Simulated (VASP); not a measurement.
## CuO (Tenorite): single point with revPBE+D3(BJ)

The system is CuO (Tenorite).

```
Cu O
1.0
     2.34185   -1.71130    0.00000
     2.34185    1.71130    0.00000
    -0.85003    0.00000    5.05787
Cu O
2 2
Direct
  0.50000 0.00000 0.50000
  0.00000 0.50000 0.00000
  0.41840 0.58160 0.75000
  0.58160 0.41840 0.25000
```

* Program: VASP 6.6.1
* Task: single point
* Functional: revPBE
* Dispersion: D3(BJ)
* Potentials or basis: VASP PAW PBE potentials, release 64 (Cu, O)
* Cutoff: 520 eV
* k mesh: 10 × 10 × 5
* Occupations: fermi-dirac, width 0.05 eV
* Spin: no spin polarisation

The pressure is 1.7 GPa. The largest force is 0.170 eV/Å, the band gap on the k mesh is none (metal or under the smearing width) and the dispersion energy per atom is -0.556 eV.

Forces in eV/Å, atoms in the order of the input:
```
Cu   0.000  0.000  0.000
Cu   0.000  0.000  0.000
O    0.000 -0.170  0.000
O    0.000  0.170  0.000
```

Stress tensor (GPa, compression positive):
```
 1.54  0.00 -1.61
 0.00  1.96  0.00
-1.61  0.00  1.54
```

Levels at points of the mesh, in eV from the Fermi level:
| k point | band 14 | band 15 | band 16 | band 17 | band 18 | band 19 | band 20 | band 21 |
| --- | --- | --- | --- | --- | --- | --- | --- | --- |
| (0.00, 0.00, 0.00) | -2.23 | -2.17 | -1.67 | 0.21 | 0.94 | 1.75 | 6.09 | 8.22 |
| (0.50, 0.00, 0.00) | -1.62 | -1.52 | -1.43 | 0.01 | 0.25 | 4.94 | 6.38 | 7.01 |
| (0.50, 0.50, 0.00) | -2.14 | -1.67 | -1.23 | -0.67 | 1.07 | 3.41 | 7.18 | 8.58 |

Run time: 100 s on 1 thread of AMD EPYC 9R14 (Zen 4), on a shared host, peak memory 0.22 GiB.

Caveat: the PAW data sets were made with another functional, which shifts forces and pressure a little; the run has no spin polarisation, though such a crystal can be magnetic; semilocal functionals often make such compounds metallic where correlation or magnetic order opens a gap, which also shifts bond lengths; pairwise dispersion overbinds metals, which lowers pressure and volume. With open d or f shells a metallic result of revPBE can be an artefact of self-interaction; +U or a hybrid may open a gap.
